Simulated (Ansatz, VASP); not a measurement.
## Two plane-wave programs on Al3GaN4

```xyz
8
Lattice="4.4070 0.0000 0.0000 0.0000 4.4070 0.0000 0.0000 0.0000 4.4070" Properties=species:S:1:pos:R:3 pbc="T T T"
Al    2.2035    2.2035    0.0000
Al    2.2035    0.0000    2.2035
Al    0.0000    2.2035    2.2035
Ga    0.0000    0.0000    0.0000
N     3.2819    3.2819    1.1251
N     3.2819    1.1251    3.2819
N     1.1251    3.2819    3.2819
N     1.1251    1.1251    1.1251
```

Alike in both runs: functional PBEsol; k mesh 6 × 6 × 6; occupations gaussian, width 0.02 eV; no spin polarisation.

Ansatz relaxed the structure, and its values are those at the end. VASP's run is a single point on that final structure, the one shown.

```csv
,VASP,Ansatz
version,VASP 6.6.1,Ansatz 0.2.0
potentials or method,"VASP PAW PBE potentials, release 64 (Al, Ga_d, N)","scalar-relativistic, plane waves, PAW"
plane-wave cutoff (eV),520,420
valence electrons in the cell,42,42
```

```csv
,VASP,Ansatz,Ansatz less VASP
gap on the k mesh at the Fermi level (eV),3.32,3.32,+0.005
least direct gap on the mesh (eV),3.32,3.32,+0.005
pressure (GPa),-0.1,0.0,+0.08
rms of the force components (eV/Å),0.003,0.000,-0.0032
```

The functional is the same, so the differences come from potentials, cutoffs and numerics.

Caveats: the PAW data sets were made with another functional, which shifts forces and pressure a little (VASP). As with any semilocal functional, this PBEsol gap is likely too small. A k mesh can miss the band edges.
